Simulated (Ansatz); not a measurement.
# KCl: the cost of one run

Program: Ansatz 0.2.0. Level of theory: DFT PBE, scalar-relativistic, plane waves, PAW. These are calculated values, not measurements.

1 further run of the same task is left out (set aside as unsound or not needed).

### Step 1. The system as given

Symmetry: Fm-3m, No. 225, cubic system. The conventional cell has a = 6.378 Å, b = 6.378 Å, c = 6.378 Å, α = 90.00°, β = 90.00°, γ = 90.00°. K (site symmetry m-3m) is surrounded by 6 Cl at 3.19 Å. Around Cl (site symmetry m-3m) lie 6 K at 3.19 Å.

As a file:

```
CELL_PARAMETERS angstrom
0.00000 3.18918 3.18918
3.18918 0.00000 3.18918
3.18918 3.18918 0.00000
ATOMIC_POSITIONS crystal
K 0.00000 0.00000 0.00000
Cl 0.50000 0.50000 0.50000
```

It is the result of an earlier relaxation at this level (volume 32.44 Å³/atom; gap on the mesh: 5.05 eV).

### Step 2. Electronic structure at the relaxed geometry

The input, input.yaml:

```yaml
crystal:
  lattice:
    - [0.0, 3.1891815558, 3.1891815558]
    - [3.1891815558, 0.0, 3.1891815558]
    - [3.1891815558, 3.1891815558, 0.0]
  atoms:
    - { symbol: K, position: [0.0, 0.0, 0.0] }
    - { symbol: Cl, position: [0.5, 0.5, 0.5] }
basis:
  ecutwfc: 420
kpoints:
  mp_grid: { grid: [6, 6, 6] }
  band_path:
    path:
      - [[0.0, 0.0, 0.0], [0.5, 0.0, 0.5], [0.625, 0.25, 0.625]]
      - [[0.375, 0.375, 0.75], [0.0, 0.0, 0.0], [0.5, 0.5, 0.5], [0.5, 0.25, 0.75], [0.5, 0.0, 0.5]]
    npoints: 14
hamiltonian:
  xc: pbe
scf:
  occupations: { method: gaussian, width: 0.02 }
  n_extra_bands: 6
output:
  forces: true
  stress: true
  eigenvalues: true
  populations: true
  dos: { projected: true, de: 0.02, nscf_kmesh: { grid: [9, 9, 9] } }
  bader: true
  write_density: true
  write_potential: true
  elf: true
  volumetric_format: npy
```

The run is started by

```
ansatz run input.yaml --threads 1 --pin off --max-ram 2560MiB --backend cpu --events-out ev --progress --plain --runs-dir out
```

**Question.** How long does this run take on 1 thread of Arm Neoverse V2, shared host, and how much memory does it need?

About 9 s, with a peak of 0.3 GiB.
